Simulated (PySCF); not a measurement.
PbO (Litharge):

```
Pb O
1.0
     3.99000    0.00000    0.00000
     0.00000    3.99000    0.00000
     0.00000    0.00000    5.01000
Pb O
2 2
Direct
  0.50000 0.00000 0.76000
  0.00000 0.50000 0.24000
  0.50000 0.50000 0.00000
  0.00000 0.00000 0.00000
```

Program: PySCF 2.14.0. Alike in all runs: task atomic charges; potentials or basis DZVP-MOLOPT-HYB/GTH-HYB (UZH) (potentials made for PBE0); no spin polarisation; cell as given; k mesh 2 × 2 × 1; smearing fixed; the mesh is coarse, so values aren't converged.

Task: Order these runs on this cell by their band gap on the k mesh, lowest first.
A. level r2SCAN; three-centre integrals read from an earlier run's file
B. level LDA
C. level PBE0; three-centre integrals read from an earlier run's file; exxdiv ewald

Result: B (0.81 eV), A (1.04 eV), C (2.38 eV).

Caveats: all runs use coarse meshes; the default atom-centred grid shifts energies of crystals by up to some 10 meV an atom and pressures by some 0.5 GPa; spin-orbit coupling is left out, which as a rule narrows the gap of such compounds by several tenths of an eV; an odd mesh through Γ misses points on the zone boundary, where band edges often lie; the basis of atomic orbitals isn't converged, which shifts pressures, moduli and gaps; on so small a mesh gaps with full-range exact exchange can be off by tenths of an eV to over 1 eV (some runs).

Not every run made on this cell is shown here.
